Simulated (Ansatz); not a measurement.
**What strain does to KCl (NiAs type)**

KCl (NiAs type), relaxed with r2SCAN in Ansatz. It is hexagonal, P6_3/mmc (No. 194); a = 4.340 Å, c = 7.636 Å in the conventional setting, 31.14 Å³ an atom. K is surrounded by 6 Cl at 3.15 Å; Cl is surrounded by 6 K at 3.15 Å.

The axes x, y and z are those of this cell:
```xyz
4
Lattice="4.3401 0.0000 0.0000 -2.1700 3.7586 0.0000 0.0000 0.0000 7.6360" Properties=species:S:1:pos:R:3 pbc="T T T"
K     0.0000    0.0000    0.0000
K     0.0000    0.0000    3.8180
Cl    0.0000    2.5057    1.9090
Cl    2.1700    1.2529    5.7270
```

Unstrained: The PBE gap is direct at Γ: 5.126 eV. The r2SCAN gap is direct at Γ: 5.765 eV. The HSE06 gap is direct at Γ: 6.435 eV. Meshes: PBE 12×12×4, r2SCAN 12×12×4, HSE06 6×6×2. Strains are changes of length per length. After each strain the atoms were relaxed again with r2SCAN within the symmetry that the strain leaves, so tilts or polar shifts that break it weren't tested; points keep the names that they have in the unstrained zone. The calculation is spin-unpolarised, and the structure need not be a phase that has been made.

Changes of the least gap in eV (an overlap counts as a negative gap):
```csv
strain,volume change (%),space group,PBE,r2SCAN,HSE06,"energy rise, r2SCAN (meV/atom)"
"epitaxial +2.55 % in the xy plane, free normal strain -1.52 %",+3.6,P6_3/mmc,-0.059,-0.055,-0.065,3.9
isotropic -4.88 % on every length,-13.9,P6_3/mmc,+0.549,+0.559,+0.585,49.4
```

Epitaxial +2.55 % in the xy plane, free normal strain -1.52 %. HSE06: the gap goes from 6.435 to 6.370 eV (-0.065 eV). Stress change with r2SCAN, compression positive: xx -0.85, yy -0.85, zz -0.01 GPa.

Isotropic -4.88 % on every length. HSE06: the gap goes from 6.435 to 7.020 eV (+0.585 eV). Stress change with r2SCAN, compression positive: xx +3.99, yy +3.99, zz +4.48 GPa. For HSE06, dE_g/d ln V = -3.9 eV over this step.

The meshes of the hybrids are coarse, so their gaps aren't converged to the digits shown.
